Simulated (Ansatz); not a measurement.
Input and command of a plane-wave DFT calculation in Ansatz:

```yaml
crystal:
  lattice:
    - [0.0, 3.2168, 3.2168]
    - [3.2168, 0.0, 3.2168]
    - [3.2168, 3.2168, 0.0]
  atoms:
    - { symbol: K, position: [0.0, 0.0, 0.0] }
    - { symbol: Cl, position: [0.25, 0.25, 0.25] }
basis:
  ecutwfc: 420
kpoints:
  mp_grid: { grid: [6, 6, 6] }
hamiltonian:
  xc: lda
scf:
  occupations: { method: gaussian, width: 0.01 }
  n_extra_bands: 12
output:
  eigenvalues: true
  optics: { e_range: [0, 14], sigma: 0.1, nscf_kmesh: { grid: [10, 10, 10] } }
```

```bash
ansatz run input.yaml --threads 1 --pin off --max-ram 2560MiB --backend cpu --events-out ev --progress --plain --runs-dir out
```

Processor: Intel(R) Xeon(R) Processor @ 2.50GHz (Skylake/Cascade Lake), 1 thread, on a host shared with other jobs.

Task: Estimate time, memory and problem size.

Result: About 35 s on 1 thread of Intel(R) Xeon(R) Processor @ 2.50GHz (Skylake/Cascade Lake), on a shared host, peak memory 0.56 GiB. It solves 20 bands at 16 k points (the mesh reduced by the symmetry that the task leaves, which can be less than the crystal's) with about 1291 plane waves, in 7 SCF iterations.
